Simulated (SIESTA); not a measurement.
YN:

```
Y N
1.0
     0.00000    2.43850    2.43850
     2.43850    0.00000    2.43850
     2.43850    2.43850    0.00000
Y N
1 1
Direct
  0.00000 0.00000 0.00000
  0.50000 0.50000 0.50000
```

Base run:

| Property | Result |
| --- | --- |
| Program | SIESTA 5.4.2 |
| Functional | PBE |
| Potentials or basis | PseudoDojo 0.4 standard (PBE files) |
| Basis | TZP (energy shift 0.003 Ry; two zetas on semicore shells) |
| Grid cutoff | 800 Ry |
| Energy shift | 0.003 Ry |
| k mesh | 9 × 9 × 9 |
| Occupations | fermi-dirac, width 0.05 eV |
| Spin | no spin polarisation |

Its results: band gap on the k mesh 0.12 eV, indirect (least direct gap 0.55 eV); pressure 3.2 GPa.

Question: The run is repeated on the same cell with these changes: basis from TZP (energy shift 0.003 Ry; two zetas on semicore shells) to DZ (energy shift 0.003 Ry; two zetas on semicore shells). What comes out?

Answer: Band gap on the k mesh 0.15 eV, indirect (least direct gap 0.58 eV); pressure 4.5 GPa.

Caveats: an odd mesh through Γ misses points on the zone boundary, where band edges often lie; the basis of atomic orbitals isn't converged, which shifts pressures, moduli and gaps; the basis has no polarisation orbitals (some runs).
